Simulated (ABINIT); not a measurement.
Runs of ABINIT 10.8.3 (patched build) on KBr. The structure is cubic, space group Fm-3m (No. 225). The conventional cell has a = 6.600 Å, b = 6.600 Å, c = 6.600 Å, α = 90.00°, β = 90.00°, γ = 90.00°. Br (site symmetry m-3m) is surrounded by 6 K at 3.30 Å. Around K (site symmetry m-3m) lie 6 Br at 3.30 Å. 

```csv
task,level,potentials or basis,k mesh,cutoff (eV),fine-grid cutoff,mesh quality,gap on the mesh (eV),pressure (GPa),V0 of scaled cells (Å³/atom),B0 (GPa)
band structure,PBEsol,JTH PAW PBE v2.0,7 × 7 × 7,435,870.764 eV,not flagged,4.28,-0.3,-,-
band structure,SOGGA,JTH PAW PBE v2.0,7 × 7 × 7,435,870.764 eV,not flagged,(b),-0.3,-,-
equation of state,r2SCAN,JTH PAW PBE v2.0,4 × 4 × 4,517,1034.03 eV,coarse,-,-,(a),14
equation of state,r2SCAN,"Ansatz PAW PBE default generated set, frozen core",4 × 4 × 4,490,979.61 eV,coarse,-,-,36.06,16
single point,PBEsol,JTH PAW PBE v2.0,9 × 9 × 9,435,870.764 eV,not flagged,4.28,-0.3,-,-
```

Alike in all rows: no spin polarisation; cell as given; smearing fermi-dirac 0.05 eV.

Question: Estimate the missing entries.

Answer: (a) 36.48; (b) 4.30.

Caveats: some runs use coarse meshes; the PAW data sets were made with another functional, which shifts forces and pressure a little; pressures at fixed basis lie under the slope of the energies (some runs); an odd mesh through Γ misses points on the zone boundary, where band edges often lie (some runs).

A k mesh can miss the band edges, and the runs leave out spin-orbit coupling on Br.

Not every run made on this cell is shown here.
